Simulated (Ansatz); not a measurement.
**Ru: enthalpy against pressure**

Ru, P6_3/mmc, a = 2.702 Å, c = 4.266 Å. Ansatz: r2SCAN, PAW, 500 eV, Γ-centred 18×18×10 mesh on 2 atoms, Gaussian smearing 0.10 eV; no spin polarisation. Cell and atoms are relaxed at each pressure, and no other structure is tried, so the rows at high pressure may lie past a change of phase. y is the enthalpy over the state at zero pressure; there V0 = 13.490 Å³/atom. The pressures are the targets, met within 0.03 GPa.

```
P (GPa) y (eV/atom)
   -3.0      -0.2537
    0.0       0.0000
    3.0       0.2515
    8.0            ?
   15.0       1.2369
   30.0       2.4289
   60.0       4.7068
```

Task: Fit y = c1 P + c2 P² + c3 P³ to the other rows, say what c1 and c2 mean, and predict the missing value.

Result: Least squares on the rows shown. y = 0.084149 P − 0.00011745 P² + 3.7376×10⁻⁷ P³. Since dH/dP = V, c1 is V0: 0.084149 eV/GPa × 160.2 = 13.481 Å³ against 13.490; c2 = −V0/(2B0) gives B0 = 358 GPa, where a Birch–Murnaghan fit to the volumes of the same runs (not shown) gives 337 GPa: a cubic over this range folds the higher terms into c2. At P = 8.0 the fit asked for gives 0.6659 eV/atom. The run gave 0.6659 eV/atom, the same to the digits shown.